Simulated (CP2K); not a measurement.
**GaP: band structure with TPSS**

**Experimental background.**

“Stacking defects in GaP nanowires: Electronic structure and optical properties”, 2018, arxiv:1810.01194 quotes, for a bulk crystal of GaP at 10 K: band gap 2.34 eV (indirect).

GaP:

```
Ga P
1.0
     3.85409    0.00000    0.00000
     1.92704    3.33774    0.00000
     1.92704    1.11258    3.14685
Ga P
1 1
Cartesian
  0.0000 0.0000 0.0000
  5.7811 3.3377 2.3601
```

```yaml
Program: CP2K 2026.2
Task: band structure
Functional: TPSS
Potentials_or_basis: POTENTIAL_UZH Ga GTH-PBE-q13, P GTH-PBE-q5; TZVP-MOLOPT-PBE-GTH basis
Density_cutoff: 9184 eV
k_mesh: 8 × 8 × 8
Occupations: fermi-dirac, width 0.05 eV
Spin: no spin polarisation
SCF_solver: diagonalisation with k points
Quickstep_method: GPW
EPS_DEFAULT: 1.0E-9
EPS_SCF: 1.0E-6
MAX_SCF: 100
SCF_GUESS: ATOMIC
k_points_reduced_by_the_point_group: yes
Mesh_centred_on_Gamma: yes
CHOLESKY: OFF
EPS_EIGVAL: 1.0E-7
MIXING_METHOD: BROYDEN_MIXING
MIXING_ALPHA: 0.4
NBUFFER: 8
NGRIDS: 4
Basis_sets: Ga TZVP-MOLOPT-PBE-GTH-q13, P TZVP-MOLOPT-PBE-GTH-q5
Potentials: Ga GTH-PBE-q13 of POTENTIAL_UZH, P GTH-PBE-q5 of POTENTIAL_UZH
ADDED_MOS: "[10]"
Points_a_segment_of_the_path_NPOINTS: 6
Bands_added_on_the_path: 4
REL_CUTOFF_Ry: 60 Ry
MIXING_BETA_1/bohr: 1.5 1/bohr
CUTOFF_of_the_grids: 675 Ry
```

```json
{
 "Pressure": "2.1 GPa",
 "Band gap on the k mesh": "1.70 eV, indirect (least direct gap 1.90 eV)",
 "Band gap along the path": "1.66 eV, indirect (least direct gap 1.90 eV)",
 "Mulliken charges": "Ga +0.31; P -0.31 e"
}
```

Levels at the corners of the path, in eV from the valence-band top:
```csv
point,band 7,band 8,band 9,band 10,band 11,band 12
Γ,0.00,0.00,0.00,1.90,4.04,4.04
X,-6.87,-2.75,-2.75,1.70,1.92,10.96
W,-6.66,-3.65,-3.51,4.84,5.04,6.33
K,-6.66,-4.03,-2.31,2.28,4.96,8.55
Γ,0.00,0.00,0.00,1.90,4.04,4.04
L,-6.77,-1.15,-1.15,1.76,4.91,4.91
U,-6.66,-4.03,-2.31,2.28,4.96,8.55
W,-6.66,-3.65,-3.51,4.84,5.04,6.33
L,-6.77,-1.15,-1.15,1.76,4.91,4.91
K,-6.66,-4.03,-2.31,2.28,4.96,8.55
U,-6.66,-4.03,-2.31,2.28,4.96,8.55
X,-6.87,-2.75,-2.75,1.70,1.92,10.96
```

Wall time 110 s on 1 thread of Arm Neoverse V2 (shared host), peak memory 0.38 GiB.

Against the measured gap of GaP, 2.34 eV (indirect; 10 K; quoted in “Stacking defects in GaP nanowires: Electronic structure and optical properties”, 2018, arxiv:1810.01194), the calculated 1.66 eV is off by -0.68 eV. Spin-orbit coupling on Ga is left out. The value is that of TPSS in an atomic basis (POTENTIAL_UZH Ga GTH-PBE-q13, P GTH-PBE-q5; TZVP-MOLOPT-PBE-GTH basis), whose error adds to the functional's,, without temperature or zero-point motion.

Caveat: Mulliken charges move with the basis; the potentials were made for another functional, which shifts forces and pressure; the basis of atomic orbitals isn't converged, which shifts pressures, moduli and gaps.
